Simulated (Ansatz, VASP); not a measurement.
**Fe in VASP and in Ansatz**

File INCAR:

```
PREC = Accurate
ENCUT = 520
EDIFF = 1E-6
ISMEAR = -1
SIGMA = 0.05
LREAL = F
LASPH = T
NELM = 150
ALGO = Normal
ISIF = 2
LWAVE = F
LCHARG = T
ISPIN = 2
MAGMOM = 2.5
LORBIT = 11
LMAXMIX = 4
LELF = T
LVHAR = T
NBANDS = 14
```

File KPOINTS:

```
Automatic mesh
0
Gamma
  21 21 21
```

The input POSCAR:

```
Fe
1.0
   -1.2499152615      1.2499152615      1.2499152615
    1.2499152615     -1.2499152615      1.2499152615
    1.2499152615      1.2499152615     -1.2499152615
Fe
1
Direct
    0.0000000000      0.0000000000      0.0000000000
```

Input for Ansatz:

```yaml
crystal:
  lattice:
    - [-1.2499152615, 1.2499152615, 1.2499152615]
    - [1.2499152615, -1.2499152615, 1.2499152615]
    - [1.2499152615, 1.2499152615, -1.2499152615]
  atoms:
    - { symbol: Fe, position: [0.0, 0.0, 0.0], spin: 2.5 }
magnetization:
  spin_polarized: true
kpoints:
  mp_grid: { grid: [21, 21, 21] }
scf:
  occupations: { method: fermi_dirac, width: 0.05 }
hamiltonian:
  xc: lda
  pseudopotentials: { kind: all_electron, lapw: { basis_error: 0.001 } }
output:
  forces: true
  stress: true
  eigenvalues: true
  populations: true
```

Change from the starting cell: volume scaled by 0.75, LAPW.

Alike in both runs: task single point; functional LDA; k mesh 21 × 21 × 21; occupations fermi-dirac, width 0.05 eV; collinear spin.

|  | VASP | Ansatz |
| --- | --- | --- |
| version | VASP 6.6.1 | Ansatz 0.2.0 |
| potentials or method | VASP PAW LDA potentials, release 64 (Fe) | all-electron LAPW, scalar-relativistic |
| plane-wave cutoff (eV) | 520 | see its input |

```tsv
	VASP	Ansatz	Ansatz less VASP
pressure (GPa)	135.1	136.0	+0.88
net moment per atom (μB)	1.20	1.28	+0.081
size of the moment on the site where the two differ most (μB)	1.16	1.29	+0.125
```

Site moments also hang on the region over which each program counts them. Ansatz ran all-electron here, so the differences hold the error of VASP's frozen core and of both bases.

Caveats: the cell as given lies far from equilibrium; so large a pressure means that the cell lies far from this level's equilibrium, or that cutoff or potentials fall short (VASP).
